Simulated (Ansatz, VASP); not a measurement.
# Two plane-wave programs on ZnO

INCAR

```
PREC = Accurate
ENCUT = 520
EDIFF = 1E-6
ISMEAR = 0
SIGMA = 0.1
LREAL = F
LASPH = T
NELM = 80
ALGO = Normal
ISIF = 2
LWAVE = F
LCHARG = F
GGA = PE
NBANDS = 36
```

The input KPOINTS:

```
regular mesh
0
Gamma
  4 4 4
```

File POSCAR:

```
ZnO
1.0
    4.3008640000      0.0000000000      0.0000000000
    0.0000000000      4.3008640000      0.0000000000
    0.0000000000      0.0000000000      4.3008640000
Zn O
3 3
Direct
    0.5000000000      0.0000000000      0.0000000000
    0.0000000000      0.5000000000      0.0000000000
    0.0000000000      0.0000000000      0.5000000000
    0.0000000000      0.5000000000      0.5000000000
    0.5000000000      0.0000000000      0.5000000000
    0.5000000000      0.5000000000      0.0000000000
```

Input for Ansatz:

```yaml
crystal:
  lattice:
    - [4.300864, 0.0, 0.0]
    - [0.0, 4.300864, 0.0]
    - [0.0, 0.0, 4.300864]
  atoms:
    - { symbol: Zn, position: [0.5, 0.0, 0.0] }
    - { symbol: Zn, position: [0.0, 0.5, 0.0] }
    - { symbol: Zn, position: [0.0, 0.0, 0.5] }
    - { symbol: O, position: [0.0, 0.5, 0.5] }
    - { symbol: O, position: [0.5, 0.0, 0.5] }
    - { symbol: O, position: [0.5, 0.5, 0.0] }
basis:
  ecutwfc: 420
kpoints:
  mp_grid: { grid: [4, 4, 4] }
hamiltonian:
  xc: pbe
scf:
  occupations: { method: gaussian, width: 0.1 }
  lower_state_search: "off"
output:
  forces: true
  stress: true
  eigenvalues: true
```

Alike in both runs: task single point; functional PBE; k mesh 4 × 4 × 4; occupations gaussian, width 0.1 eV; no spin polarisation.

```csv
,VASP,Ansatz
version,VASP 6.6.1,Ansatz 0.2.0
potentials or method,"VASP PAW PBE potentials, release 64 (Zn, O)","scalar-relativistic, plane waves, PAW"
plane-wave cutoff (eV),520,420
valence electrons in the cell,54,54
```

Ansatz gave:

| Quantity | Value |
| --- | --- |
| gap on the k mesh at the Fermi level (eV) | none |
| pressure (GPa) | -12.5 |

Problem. Estimate VASP's values.

Solution. gap on the k mesh at the Fermi level (eV): none; pressure (GPa): -12.1.

A gap of «none» marks a metal or a gap that the smearing closes. With one functional, cell and mesh, what is left measures potentials, basis and numerics.

Caveats: the k mesh is coarse (spacing up to 0.37 Å⁻¹), so the values aren't converged.
